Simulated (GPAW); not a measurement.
# BaTiO3 (P4mm) in GPAW: further runs, part 2 of 2

GPAW 26.7.0. Earlier steps stand in the parts before.

### 4 Band structure, LDA

Contents of run.py:

```python
from ase import Atoms
from ase.dft.bandgap import bandgap
from ase.io import write
from ase.units import GPa
from gpaw import GPAW, PW

atoms = Atoms(['Ba', 'Ti', 'O', 'O', 'O'],
              cell=[[3.9998, 0.0, 0.0],
                    [0.0, 3.9998, 0.0],
                    [0.0, 0.0, 4.018]],
              scaled_positions=[[0.0, 0.0, 0.0],
                                [0.5, 0.5, 0.49],
                                [0.0, 0.5, 0.517],
                                [0.5, 0.0, 0.517],
                                [0.5, 0.5, 0.019]],
              pbc=True)

calc = GPAW(mode=PW(800),
            xc='LDA',
            kpts={'size': (5, 5, 5), 'gamma': True},
            occupations={'name': 'fermi-dirac', 'width': 0.05},
            nbands=36,
            convergence={'density': 1e-05, 'energy': 1e-05},
            maxiter=150,
            txt='gpaw.txt')
atoms.calc = calc
energy = atoms.get_potential_energy()
forces = atoms.get_forces()
stress = atoms.get_stress()
calc.write('gs.gpw')
write('result.traj', atoms)
print(f'Energy: {energy:.6f} eV')
print('Forces (eV/A):')
print(forces.round(4))
print('Stress (GPa):', (stress / GPa).round(3))
print('Fermi level:', round(calc.get_fermi_level(), 4), 'eV')
print(f'Gap: {bandgap(calc)[0]:.4f} eV, direct: {bandgap(calc, direct=True)[0]:.4f} eV')

path = atoms.cell.bandpath('GXMGZRAZ,XR,MA', npoints=60, eps=1e-4)
bs_calc = calc.fixed_density(kpts=path, symmetry='off', nbands=53,
                             convergence={'bands': 'CBM+6.0', 'eigenstates': 1e-6}, txt='bands.txt')
bs = bs_calc.band_structure()
bs.write('bs.json')
print(f'Gap on the path: {bandgap(bs_calc)[0]:.4f} eV')
```

Potentials or basis: the program's PAW data sets (release 1.2.1) made for this functional, pw.

The run is started by

```
> OMP_NUM_THREADS=1 python run.py
```

gpaw.txt:

```text
__  _  _
 | _ |_)|_||  |
 |__||  | ||/\| - 26.7.0

Input parameters:
  mode=PW(ecut=800.0),
  convergence={'density': 1e-05, 'energy': 1e-05},
  kpts=MonkhorstPack(size=(5, 5, 5), gamma=True),
  maxiter=150,
  nbands=36,
  occupations=Occupations(name='fermi-dirac', width=0.05),
  xc=XC(name='LDA')

Diagonalizing LCAO Hamiltonian
Converting LCAO to pw mode
   .---------.
  /|         |
 * |         |
 |O|         |
 | |  OTi    |
 | .---------.
 |/    O    /
 Ba--------*

Atoms  # Å, Bohr magnetons
|   | symbol |        x |        y |        z |    initial magnetic moments |
|---|--------|----------|----------|----------|-----------------------------|
| 0 |     Ba | 0.000000 | 0.000000 | 0.000000 | ( 0.0000,  0.0000,  0.0000) |
| 1 |     Ti | 1.999900 | 1.999900 | 1.968820 | ( 0.0000,  0.0000,  0.0000) |
| 2 |      O | 0.000000 | 1.999900 | 2.077306 | ( 0.0000,  0.0000,  0.0000) |
| 3 |      O | 1.999900 | 0.000000 | 2.077306 | ( 0.0000,  0.0000,  0.0000) |
| 4 |      O | 1.999900 | 1.999900 | 0.076342 | ( 0.0000,  0.0000,  0.0000) |

Unit cell  # Å
| periodic |        x |        y |        z |  lengths |    angles |
|----------|----------|----------|----------|----------|-----------|
|      yes | 3.999800 | 0.000000 | 0.000000 | 3.999800 | 90.000000 |
|      yes | 0.000000 | 3.999800 | 0.000000 | 3.999800 | 90.000000 |
|      yes | 0.000000 | 0.000000 | 4.018000 | 4.018000 | 90.000000 |

Number of symmetries: 8
Symmetry operations  # r_c * U_cc + t_c -> r_c
|   | kind |            matrix            |
|---|------|------------------------------|
| 0 |  E   |  1, 0, 0,  0, 1, 0,  0, 0, 1 |
| 1 |  σ   |  1, 0, 0,  0,-1, 0,  0, 0, 1 |
| 2 |  σ   |  0, 1, 0,  1, 0, 0,  0, 0, 1 |
| 3 |  C4  |  0, 1, 0, -1, 0, 0,  0, 0, 1 |
| 4 |  C4  |  0,-1, 0,  1, 0, 0,  0, 0, 1 |
| 5 |  σ   |  0,-1, 0, -1, 0, 0,  0, 0, 1 |
| 6 |  σ   | -1, 0, 0,  0, 1, 0,  0, 0, 1 |
| 7 |  C2  | -1, 0, 0,  0,-1, 0,  0, 0, 1 |

BZ-sampling:
  Number of BZ points: 125
  Number of IBZ points: 18

  Monkhorst-Pack size: [5, 5, 5]
  Monkhorst-Pack shift: [0, 0, 0]

K-points  # in reciprocal-cell coordinates
|     |                                coordinates |     weight |
|-----|--------------------------------------------|------------|
|   0 | (  0.00000000,   0.00000000,   0.00000000) | 0.00800000 |
|   1 | (  0.00000000,   0.00000000,   0.20000000) | 0.01600000 |
|   2 | (  0.00000000,   0.00000000,   0.40000000) | 0.01600000 |
|   3 | (  0.20000000,   0.00000000,   0.00000000) | 0.03200000 |
|   4 | (  0.20000000,   0.00000000,   0.20000000) | 0.06400000 |
|   5 | (  0.20000000,   0.00000000,   0.40000000) | 0.06400000 |
|   6 | (  0.20000000,   0.20000000,   0.00000000) | 0.03200000 |
|   7 | (  0.20000000,   0.20000000,   0.20000000) | 0.06400000 |
|   8 | (  0.20000000,   0.20000000,   0.40000000) | 0.06400000 |
|   9 | (  0.40000000,   0.00000000,   0.00000000) | 0.03200000 |
[... 94 lines left out ...]
    |   2p |  4.000 |      -9.195 |    0.598 |
    |    s |        |       3.459 |    0.688 |
    |    p |        |      18.016 |    0.598 |
    |    d |        |       0.000 |    0.619 |

    Using partial waves for O as LCAO basis

Reference energy: -250365.446817  # eV

eigensolver:
  PPCG
  Converge bands: occupied
  niter=2

density mixing:
  MSR1-Mixer
  Pratt-step length: 0.05
  Maximum mixing coefficient: 0.75
  Old densities: 10
  SVD Regularization: 0.005
  Good broyden scale: 1.0
  Trust region scale: 1.0
  Backstep threshold: 4.0
  History deletion threshold: 6.0
  Fourier metric: weight=20.0, sigma=0.015

occupation numbers:
  Fermi-Dirac:
    width: 0.0500  # eV

poisson solver:
  ecut: 6400.0  # eV

xc functional:
  name: None

convergence criteria:
[... 6 lines left out ...]
|iter     | |      energy | eigst |  dens |
|---------|-|-------------|-------|-------|
|iter:   1| |  -48.975264 | +0.26 |       |
|iter:   2| |  -47.319105 | -1.46 | -0.88 |
|iter:   3| |  -44.046117 | -0.92 | -0.95 |
|iter:   4| |  -43.843728 | -2.20 | -1.46 |
|iter:   5| |  -43.793724 | -2.90 | -1.64 |
|iter:   6| |  -43.789456 | -3.69 | -1.99 |
|iter:   7| |  -43.789392 | -4.61 | -2.79 |
|iter:   8| |  -43.789290c| -5.32 | -3.08 |
|iter:   9| |  -43.789287c| -6.47 | -3.62 |
|iter:  10| |  -43.789287c| -7.81c| -4.15 |
|iter:  11| |  -43.789287c| -8.53c| -5.10c|

Converged in 11 steps
Energy contributions relative to reference atoms: (reference = -250365.446817)

Energy contributions:
  Kinetic:          38.164459
  Coulomb:         -41.738917
  Zero:              0.758750
  External:          0.000000
  Xc:              -40.973579
  Entropy:          -0.000000
  Spinorbit:         0.000000
  ----------------------------
  Free energy:     -43.789287
  Extrapolated:    -43.789287

dipole moment: (-35.331156, -35.331156, -33.809098)  # |e|*Ang

Fermi level: 8.133
Eigenvalues  # (at kpt = [0.000, 0.000, 0.000])
| band index |      eig [eV] | occ [0-2] |
|------------|---------------|-----------|
|          0 |       -48.605 |     2.000 |
|        ... |               |           |
|         12 |         4.963 |     2.000 |
|         13 |         4.963 |     2.000 |
|         14 |         6.042 |     2.000 |
|         15 |         6.042 |     2.000 |
|         16 |         6.134 |     2.000 |
|         17 |         7.007 |     2.000 |
[... 8 lines left out ...]
|         26 |        12.234 |     0.000 |
|         27 |        14.427 |     0.000 |
|        ... |               |           |
|         35 |        26.984 |     0.000 |

Gap: 1.883 eV
Transition (v -> c):
  (s=0, k=17, n=19, [0.40, 0.40, 0.40]) -> (s=0, k=0, n=20, [0.00, 0.00, 0.00])
Direct/indirect transitions are different
Direct gap: 2.002 eV
Transition at: (s=0, k=0, n=19, [0.00, 0.00, 0.00])

Forces  # eV/Ang
|        x |       y |        z |
|----------|---------|----------|
|  0.00000 | 0.00000 |  0.02308 |  # Ba   0
|  0.00000 | 0.00000 | -0.19637 |  # Ti   1
| -0.00000 | 0.00000 | -0.11029 |  # O    2
|  0.00000 | 0.00000 | -0.11029 |  # O    3
| -0.00000 | 0.00000 |  0.39375 |  # O    4

Stress tensor  # eV/Ang^3
|         x |        y |         z |
|-----------|----------|-----------|
|  0.046742 | 0.000000 | -0.000000 |
|  0.000000 | 0.046742 |  0.000000 |
| -0.000000 | 0.000000 |  0.041040 |

# Writing to gs.gpw (mode='')
```

stdout:

```text
Energy: -43.789287 eV
Forces (eV/A):
[[ 0.      0.      0.0231]
 [ 0.      0.     -0.1964]
 [-0.      0.     -0.1103]
 [ 0.      0.     -0.1103]
 [-0.      0.      0.3938]]
Stress (GPa): [ 7.489  7.489  6.575  0.    -0.     0.   ]
Fermi level: 8.1327 eV
Gap: 1.8833 eV, direct: 2.0021 eV
Gap on the path: 1.7207 eV
```

bands.txt:

```text
Diagonalizing LCAO Hamiltonian
Converting LCAO to pw mode
convergence criteria:
- Maximum integral of absolute [eigenst]ate change: 1e-06 eV^2 / valence electron
maximum number of iterations: 150

SCF iterations
|iter     | |      energy | eigst |  dens |
|---------|-|-------------|-------|-------|
|iter:   1| |             | +0.97 |       |
[... 65 lines left out ...]
         [0.        , 0.5       , 0.5       ],
         [0.5       , 0.5       , 0.        ],
         [0.5       , 0.5       , 0.08333333],
         [0.5       , 0.5       , 0.16666667],
         [0.5       , 0.5       , 0.25      ],
         [0.5       , 0.5       , 0.33333333],
         [0.5       , 0.5       , 0.41666667],
         [0.5       , 0.5       , 0.5       ]])),
  maxiter=150,
  nbands=53,
  occupations=Occupations(name='fermi-dirac', width=0.05),
  symmetry=Symmetry(point_group=False, time_reversal=False),
  xc=XC(name='LDA')
```

It took 2.3 min on 1 thread of Arm Neoverse V1, shared host; peak memory 0.48 GiB.

Results:

- Free energy: -43.7893 eV
- Pressure: -7.2 GPa
- Largest force: 0.394 eV/Å
- Band gap on the k mesh: 1.88 eV, indirect (least direct gap 2.00 eV)
- Band gap along the path: 1.72 eV, indirect (least direct gap 2.00 eV)

Forces on the atoms (eV/Å):
```
Ba   0.000  0.000  0.023
Ti   0.000  0.000 -0.196
O    0.000  0.000 -0.110
O    0.000  0.000 -0.110
O    0.000  0.000  0.394
```

Stress tensor (GPa, compression positive):
```
-7.49  0.00  0.00
 0.00 -7.49  0.00
 0.00  0.00 -6.58
```

Levels at the corners of the path, in eV from the valence-band top:
```csv
point,band 17,band 18,band 19,band 20,band 21,band 22,band 23,band 24
Γ,-1.16,-0.29,-0.28,-0.28,1.72,1.94,1.94,4.04
X,-1.86,-1.76,-0.94,-0.83,2.08,3.49,3.53,4.10
M,-1.77,-0.97,-0.97,-0.08,3.54,3.54,3.93,4.75
Γ,-1.16,-0.29,-0.28,-0.28,1.72,1.94,1.94,4.04
Z,-1.97,-1.97,-0.70,-0.70,1.88,3.55,3.55,4.04
R,-1.73,-0.90,-0.88,-0.16,3.51,3.56,3.92,4.88
A,-2.42,-0.08,-0.08,0.00,4.18,4.18,4.18,6.51
Z,-1.97,-1.97,-0.70,-0.70,1.88,3.55,3.55,4.04
X,-1.86,-1.76,-0.94,-0.83,2.08,3.49,3.53,4.10
R,-1.73,-0.90,-0.88,-0.16,3.51,3.56,3.92,4.88
M,-1.77,-0.97,-0.97,-0.08,3.54,3.54,3.93,4.75
A,-2.42,-0.08,-0.08,0.00,4.18,4.18,4.18,6.51
```

Caveat: spin-orbit coupling is left out, which moves the levels of the heavy elements; the mesh misses the band edges, which the band path finds closer together.

### 5 The runs side by side

| level | potentials or basis | spin | k mesh | band points | spin axis theta (degrees) | spin axis phi (degrees) | soc after scf | gap on the mesh (eV) | pressure (GPa) | largest force (eV/Å) |
| --- | --- | --- | --- | --- | --- | --- | --- | --- | --- | --- |
| PBEsol | PAW data sets generated in the run's folder for this functional, pw | off | 7 × 7 × 7 | 80 | - | - | - | 1.86 | -2.4 | 0.28 |
| PBEsol | PAW data sets generated in the run's folder for this functional, pw | SOC, no magnetisation | 7 × 7 × 7 | 80 | 0 | 0 | second variation | 1.86 | -2.4 | 0.28 |
| LDA | the program's PAW data sets (release 1.2.1) made for this functional, pw | off | 5 × 5 × 5 | 60 | - | - | - | 1.88 | -7.2 | 0.39 |

Alike in all rows: task band structure; cell as given; cutoff (eV) 800; smearing fermi-dirac 0.05 eV.

Caveats: the mesh misses the band edges, which the band path finds closer together; spin-orbit coupling is left out, which moves the levels of the heavy elements (some runs); spin-orbit coupling was added after a scalar SCF, so levels and gaps hold it while energy, forces, pressure and moments don't (some runs); this program's spin-orbit splittings come out too wide for heavy elements (some runs).

Absolute energies hang on the potentials; compare differences alone.
